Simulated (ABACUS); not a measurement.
# Mo (Im-3m) in ABACUS: notebook

One crystal, Mo, is run at these levels: BP86, BLYP; tasks: single point.

Program: ABACUS 3.10.1. These are calculated values, not measurements. Logs are shortened: lines on timing, memory, paths and dates and some standing lists are left out, and cuts for length are marked.

### 1 The crystal as given

It takes space group Im-3m (No. 229, cubic). Conventional cell: a = 3.168 Å, b = 3.168 Å, c = 3.168 Å, α = 90.00°, β = 90.00°, γ = 90.00°. Mo (site symmetry m-3m) is surrounded by 8 Mo at 2.74 Å.

### 2 Single point, BP86

Input file run_abacus.py:

```python
"""ABACUS run from a structure file: ASE reads it, the script writes STRU, KPT and INPUT."""
import re
import subprocess
import spglib
from ase import Atoms
from ase.io import read
from ase.units import Bohr

atoms = read("Mo.cif")
cell, frac, numbers = spglib.standardize_cell((atoms.cell[:], atoms.get_scaled_positions(), atoms.numbers), to_primitive=True, symprec=1e-4)
atoms = Atoms(numbers=numbers, cell=cell, scaled_positions=frac, pbc=True)  # the primitive cell
atoms = atoms[(-atoms.numbers).argsort(kind="stable")]  # ABACUS lists atoms element by element
pseudo = {'Mo': 'Mo.upf'}
orbital = {}
magmoms = None
kmesh = [10, 10, 10]
params = {
    'suffix': 'Mo',
    'calculation': 'scf',
    'basis_type': 'pw',
    'pseudo_dir': './',
    'symmetry': 1,
    'dft_functional': 'GGA_X_B88+GGA_C_P86',
    'ecutwfc': 81,
    'pseudo_rcut': 10,
    'nspin': 1,
    'nbands': 17,
    'ks_solver': 'dav',
    'smearing_method': 'fd',
    'smearing_sigma': 0.00367493,
    'scf_thr': 1e-08,
    'scf_nmax': 100,
    'mixing_type': 'broyden',
    'mixing_beta': 0.7,
    'cal_force': 1,
    'cal_stress': 1,
    'out_chg': 1,
    'kpar': 4,
}

symbols = atoms.get_chemical_symbols()
elements = list(dict.fromkeys(symbols))
lines = ["ATOMIC_SPECIES"] + [f"{e} {atoms.get_masses()[symbols.index(e)]:.4f} {pseudo[e]}" for e in elements]
if orbital:
    lines += ["", "NUMERICAL_ORBITAL"] + [orbital[e] for e in elements]
lines += ["", "LATTICE_CONSTANT", f"{1 / Bohr:.10f}", "", "LATTICE_VECTORS"]
lines += [" ".join(f"{x:.10f}" for x in v) for v in atoms.cell]
lines += ["", "ATOMIC_POSITIONS", "Direct"]
for e in elements:
    lines += ["", e, "0.0", str(symbols.count(e))]
    for i, p in enumerate(atoms.get_scaled_positions(wrap=False)):
        if symbols[i] == e:
            mag = "" if magmoms is None else " mag " + " ".join(str(x) for x in (magmoms[i] if isinstance(magmoms[i], list) else [magmoms[i]]))
            lines.append(" ".join(f"{x:.10f}" for x in p) + " 1 1 1" + mag)
open("STRU", "w").write("\n".join(lines) + "\n")
open("KPT", "w").write("K_POINTS\n0\nGamma\n%d %d %d 0 0 0\n" % tuple(kmesh))
open("INPUT", "w").write("INPUT_PARAMETERS\n" + "".join(f"{k:<20s}{v}\n" for k, v in params.items()))

done = subprocess.run(['mpirun', '-np', '4', 'abacus'])
if done.returncode:
    raise SystemExit(done.returncode)
log = open("OUT.Mo/running_scf.log").read()
print("final energy (eV):", re.findall(r"FINAL_ETOT_IS (\S+)", log))
```

Input file Mo.cif:

```cif
data_Mo
_cell_length_a 3.16761794
_cell_length_b 3.16761794
_cell_length_c 3.16761794
_cell_angle_alpha 90.00000000
_cell_angle_beta 90.00000000
_cell_angle_gamma 90.00000000
_space_group_name_H-M_alt 'Im-3m'
_space_group_name_Hall '-I 4 2 3'
_space_group_IT_number 229
loop_
_space_group_symop_operation_xyz
'x,y,z'
'-x,-y,-z'
'-y,x,z'
'y,-x,-z'
'-x,-y,z'
'x,y,-z'
'y,-x,z'
'-y,x,-z'
'x,-y,-z'
'-x,y,z'
'-y,-x,-z'
'y,x,z'
'-x,y,-z'
'x,-y,z'
'y,x,-z'
'-y,-x,z'
'z,x,y'
'-z,-x,-y'
'z,-y,x'
'-z,y,-x'
'z,-x,-y'
'-z,x,y'
'z,y,-x'
'-z,-y,x'
'-z,x,-y'
'z,-x,y'
'-z,-y,-x'
'z,y,x'
'-z,-x,y'
'z,x,-y'
'-z,y,x'
'z,-y,-x'
'y,z,x'
'-y,-z,-x'
'x,z,-y'
'-x,-z,y'
'-y,z,-x'
'y,-z,x'
'-x,z,y'
'x,-z,-y'
'-y,-z,x'
'y,z,-x'
'-x,-z,-y'
'x,z,y'
'y,-z,-x'
'-y,z,x'
'x,-z,y'
'-x,z,-y'
'x+1/2,y+1/2,z+1/2'
'-x+1/2,-y+1/2,-z+1/2'
'-y+1/2,x+1/2,z+1/2'
'y+1/2,-x+1/2,-z+1/2'
'-x+1/2,-y+1/2,z+1/2'
'x+1/2,y+1/2,-z+1/2'
'y+1/2,-x+1/2,z+1/2'
'-y+1/2,x+1/2,-z+1/2'
'x+1/2,-y+1/2,-z+1/2'
'-x+1/2,y+1/2,z+1/2'
'-y+1/2,-x+1/2,-z+1/2'
'y+1/2,x+1/2,z+1/2'
'-x+1/2,y+1/2,-z+1/2'
'x+1/2,-y+1/2,z+1/2'
'y+1/2,x+1/2,-z+1/2'
'-y+1/2,-x+1/2,z+1/2'
'z+1/2,x+1/2,y+1/2'
'-z+1/2,-x+1/2,-y+1/2'
'z+1/2,-y+1/2,x+1/2'
'-z+1/2,y+1/2,-x+1/2'
'z+1/2,-x+1/2,-y+1/2'
'-z+1/2,x+1/2,y+1/2'
'z+1/2,y+1/2,-x+1/2'
'-z+1/2,-y+1/2,x+1/2'
'-z+1/2,x+1/2,-y+1/2'
'z+1/2,-x+1/2,y+1/2'
'-z+1/2,-y+1/2,-x+1/2'
'z+1/2,y+1/2,x+1/2'
'-z+1/2,-x+1/2,y+1/2'
'z+1/2,x+1/2,-y+1/2'
'-z+1/2,y+1/2,x+1/2'
'z+1/2,-y+1/2,-x+1/2'
'y+1/2,z+1/2,x+1/2'
'-y+1/2,-z+1/2,-x+1/2'
'x+1/2,z+1/2,-y+1/2'
'-x+1/2,-z+1/2,y+1/2'
'-y+1/2,z+1/2,-x+1/2'
'y+1/2,-z+1/2,x+1/2'
'-x+1/2,z+1/2,y+1/2'
'x+1/2,-z+1/2,-y+1/2'
'-y+1/2,-z+1/2,x+1/2'
'y+1/2,z+1/2,-x+1/2'
'-x+1/2,-z+1/2,-y+1/2'
'x+1/2,z+1/2,y+1/2'
'y+1/2,-z+1/2,-x+1/2'
'-y+1/2,z+1/2,x+1/2'
'x+1/2,-z+1/2,y+1/2'
'-x+1/2,z+1/2,-y+1/2'
loop_
_atom_site_label
_atom_site_type_symbol
_atom_site_symmetry_multiplicity
_atom_site_Wyckoff_symbol
_atom_site_fract_x
_atom_site_fract_y
_atom_site_fract_z
_atom_site_occupancy
Mo1 Mo 2 a 0.0000000000 0.0000000000 0.0000000000 1
```

Potentials or basis: PseudoDojo NC SR 0.4.1 PBE standard, plane waves.

Started as:

```sh
$ OMP_NUM_THREADS=1 python run_abacus.py > log
```

running log:

```text
ABACUS v3.10.1

               Atomic-orbital Based Ab-initio Computation at UStc

 ------------------------------------------------------------------------------------

 READING GENERAL INFORMATION
                           global_out_dir = OUT.Mo/
                           global_in_card = INPUT
                               pseudo_dir = ./
                              orbital_dir =
                                    DSIZE = 4
                                    GSIZE = 1

 READING UNITCELL INFORMATION
                                    ntype = 1
                  lattice constant (Bohr) = 1.88973
              lattice constant (Angstrom) = 1

 READING ATOM TYPE 1
                               atom label = Mo
                      L=0, number of zeta = 1
                      L=1, number of zeta = 1
                      L=2, number of zeta = 1
             number of atom for this type = 1

                        TOTAL ATOM NUMBER = 1
DIRECT COORDINATES
    atom                   x                   y                   z     mag                  vx                  vy                  vz
taud_Mo1            0.0000000000        0.0000000000        0.0000000000  0.0000        0.0000000000        0.0000000000        0.0000000000

                          Volume (Bohr^3) = 107.242
                             Volume (A^3) = 15.8916

 Lattice vectors: (Cartesian coordinate: in unit of a_0)
             -1.58381            +1.58381            +1.58381
             +1.58381            -1.58381            +1.58381
             +1.58381            +1.58381            -1.58381
 Reciprocal vectors: (Cartesian coordinate: in unit of 2 pi/a_0)
                   +0           +0.315695           +0.315695
            +0.315695                  +0           +0.315695
            +0.315695           +0.315695                  +0
 The esolver type has been set to : ksdft_pw

                PAO radial cut off (Bohr) = 10

 Read in pseudopotential file is Mo.upf
                     pseudopotential type = NC
          exchange-correlation functional = PBE
                 nonlocal core correction = 1
                        valence electrons = 14
                                     lmax = 2
                           number of zeta = 4
                     number of projectors = 6
                           L of projector = 0
                           L of projector = 0
                           L of projector = 1
                           L of projector = 1
                           L of projector = 2
                           L of projector = 2
 XC functional updated to : GGA_X_B88+GGA_C_P86
          exchange-correlation functional = GGA_X_B88+GGA_C_P86
     initial pseudo atomic orbital number = 10

 SETUP THE ELECTRONS NUMBER
            electron number of element Mo = 14
      total electron number of element Mo = 14
            AUTOSET number of electrons:  = 14
                           occupied bands = 7
                                   NBANDS = 17
                                   NLOCAL = 9

%%%%%%%%%%%%%%%%%%%%%%%%%%%%%%%%%%%%%%%%%%%%%%%%%%%%%%%%%%%%%%%%%%%%%%%%%%%%%%%%%%%%%%%%%%%%%%%%%%%%%%%%%%
 Warning: the number of valence electrons in pseudopotential > 6 for Mo: [Kr] 4d5 5s1
 Pseudopotentials with additional electrons can yield (more) accurate outcomes, but may be less efficient.
 If you're confident that your chosen pseudopotential is appropriate, you can safely ignore this warning.
%%%%%%%%%%%%%%%%%%%%%%%%%%%%%%%%%%%%%%%%%%%%%%%%%%%%%%%%%%%%%%%%%%%%%%%%%%%%%%%%%%%%%%%%%%%%%%%%%%%%%%%%%%
[... 108 lines left out ...]

                               nkstot now = 47
[... K-POINTS DIRECT COORDINATES: 47 rows ...]

           k-point number in this process = 12
       minimum distributed K point number = 11
[... stars of the k points ...]

[... K-POINTS CARTESIAN COORDINATES: 12 rows ...]

[... K-POINTS DIRECT COORDINATES: 12 rows ...]

 SETUP PLANE WAVES FOR WAVE FUNCTIONS
     energy cutoff for wavefunc (unit:Ry) = 81
              fft grid for wave functions = [ 30, 30, 30 ]
                    number of plane waves = 1985
                         number of sticks = 217

 PARALLEL PW FOR WAVE FUNCTIONS
     PROC   COLUMNS(POT)             PW
        1            217           1985
 --------------- sum -------------------
        1            217           1985

 SETUP NONLOCAL PSEUDOPOTENTIALS IN PLANE WAVE BASIS
 Mo non-local projectors:
 projector 1 L=0
 projector 2 L=0
 projector 3 L=1
 projector 4 L=1
 projector 5 L=2
 projector 6 L=2
      TOTAL NUMBER OF NONLOCAL PROJECTORS = 18

 Init Non-Local PseudoPotential table :
 Init Non-Local-Pseudopotential done.

                                     npwx = 1340

 Make real space PAO into reciprocal space.
       max mesh points in Pseudopotential = 1001
     dq(describe PAO in reciprocal space) = 0.01
                                    max q = 1084

 number of pseudo atomic orbitals for Mo is 4
WARNING: norm of atomic wavefunction # 3 of atomic type Mo is 0.999963, renormalized
WARNING: norm of atomic wavefunction # 4 of atomic type Mo is 0.999469, renormalized

 -------------------------------------------
 SELF-CONSISTENT
 -------------------------------------------
                                 init_chg = atomic

 PW ALGORITHM --------------- ION=   1  ELEC=   1--------------------------------
 Notice: Threshold on eigenvalues was too large.
 hsover_error=0.14 > DRHO=0.130016
 Origin diag ethr = 0.01
 New diag ethr = 0.000928684

 Density error is 0.130526143723
                          Error Threshold = 0.000928684267154
----------------------------------------------------------
     Energy           Rydberg                 eV
----------------------------------------------------------
 E_KohnSham     -140.6398756806      -1913.5036752676
 E_Harris       -143.0552800699      -1946.3669379364
 E_Fermi        1.6076754309         21.8735463946
----------------------------------------------------------
[... 51 lines left out ...]
 Density error is 4.47363701614e-10
                          Error Threshold = 2.87936174473e-10
----------------------------------------------------------
     Energy           Rydberg                 eV
----------------------------------------------------------
 E_KohnSham     -140.6709403095      -1913.9263312276
 E_KS(sigma->0) -140.6706389549      -1913.9222310867
 E_Harris       -140.6709686992      -1913.9267174894
 E_band         -4.1753964761        -56.8091834846
 E_one_elec     -18.8282079112       -256.1709107214
 E_Hartree      18.0529200013        245.6225775553
 E_xc           -20.7339985105       -282.1005220658
 E_Ewald        -119.1610511797      -1621.2692757139
 E_entropy(-TS) -0.0006027094        -0.0082002817
 E_descf        0.0000000000         0.0000000000
 E_exx          0.0000000000         0.0000000000
 E_Fermi        1.5459192566         21.0333105381
----------------------------------------------------------

 charge density convergence is achieved
 final etot is -1913.9263312 eV
 EFERMI = 21.033310538 eV

 STATE ENERGY(eV) AND OCCUPATIONS    NSPIN == 1
 1/12 kpoint (Cartesian) = 0.0000 0.0000 0.0000 (1289 pws)
       1       -40.3192     0.00200000
       2       -13.6271     0.00200000
       3       -13.6271     0.00200000
       4       -13.6271     0.00200000
       5        13.8045     0.00200000
       6        19.5788     0.00200000
[... 9 lines left out ...]
      16        50.3462        0.00000
[... 82 lines left out ...]
       4       -13.6375      0.0120000
       5        15.7223      0.0120000
       6        17.5969      0.0120000
[... 9 lines left out ...]
      16        47.7385        0.00000
      17        51.4072        0.00000

[... levels at 6 further k points ...]

------------------------------------------------------------------------------------------
 TOTAL-FORCE (eV/Angstrom)
------------------------------------------------------------------------------------------
                       Mo1         0.0000000000         0.0000000000         0.0000000000
------------------------------------------------------------------------------------------

----------------------------------------------------------------
 TOTAL-STRESS (KBAR)
----------------------------------------------------------------
        -7.5567612145        -0.0000000000        -0.0000000000
        -0.0000000000        -7.5567612145         0.0000000000
         0.0000000000         0.0000000000        -7.5567612145
----------------------------------------------------------------
 TOTAL-PRESSURE: -7.556761 KBAR

 --------------------------------------------
 !FINAL_ETOT_IS -1913.9263312276082161 eV
 --------------------------------------------
```

It took 4.5 s on 4 MPI ranks of Intel Xeon Platinum 8559C (Emerald Rapids), shared host; peak memory 0.32 GiB.

Results:

```yaml
Free_energy: -1913.9263 eV
Pressure: -0.8 GPa
Band_gap_on_the_k_mesh: none (metal or under the smearing width)
```

Caveat: the potentials were made for another functional, which shifts forces and pressure.

### 3 Single point, BLYP

Input file INPUT:

```
INPUT_PARAMETERS
suffix              Mo
calculation         scf
basis_type          pw
pseudo_dir          ./
symmetry            1
dft_functional      GGA_X_B88+GGA_C_LYP
ecutwfc             81
pseudo_rcut         10
nspin               1
nbands              17
ks_solver           dav
smearing_method     fd
smearing_sigma      0.00367493
scf_thr             1e-08
scf_nmax            100
mixing_type         broyden
mixing_beta         0.7
cal_force           1
cal_stress          1
out_chg             1
out_pot             2
out_elf             1
```

Input file STRU:

```
ATOMIC_SPECIES
Mo 95.9500 Mo.upf

LATTICE_CONSTANT
5.1839677754

LATTICE_VECTORS
-0.5773502692 0.5773502692 0.5773502692
0.5773502692 -0.5773502692 0.5773502692
0.5773502692 0.5773502692 -0.5773502692

ATOMIC_POSITIONS
Cartesian

Mo
0.0
1
0.0000000000 0.0000000000 0.0000000000 1 1 1
```

Input file KPT:

```
K_POINTS
0
Gamma
10 10 10 0 0 0
```

Potentials or basis: PseudoDojo NC SR 0.5 PBE standard, plane waves.

Started as:

```sh
$ OMP_NUM_THREADS=1 mpirun -np 4 abacus > log
```

Wall time 6.5 s (4 MPI ranks of Intel Xeon Platinum 8488C (Sapphire Rapids), shared host); peak memory 0.24 GiB.

The run converged. Its results:

```
Free energy            : -1908.7387 eV
Pressure               : 8.1 GPa
Band gap on the k mesh : none (metal or under the smearing width)
```

Levels at points of the mesh, in eV from the Fermi level:
```csv
k point,band 3,band 4,band 5,band 6,band 7,band 8,band 9,band 10,band 11,band 12
"(0.00, 0.00, 0.00)",-34.69,-34.69,-7.10,-1.48,-1.48,-1.48,1.51,1.51,14.99,14.99
"(0.50, 0.50, 0.00)",-35.12,-34.70,-5.26,-3.44,1.51,1.70,2.12,4.45,11.27,12.13
"(0.50, 0.50, 0.50)",-35.61,-35.61,-5.34,-5.34,3.72,3.72,3.72,9.03,9.03,9.03
```

Caveat: the potentials were made for another functional, which shifts forces and pressure.
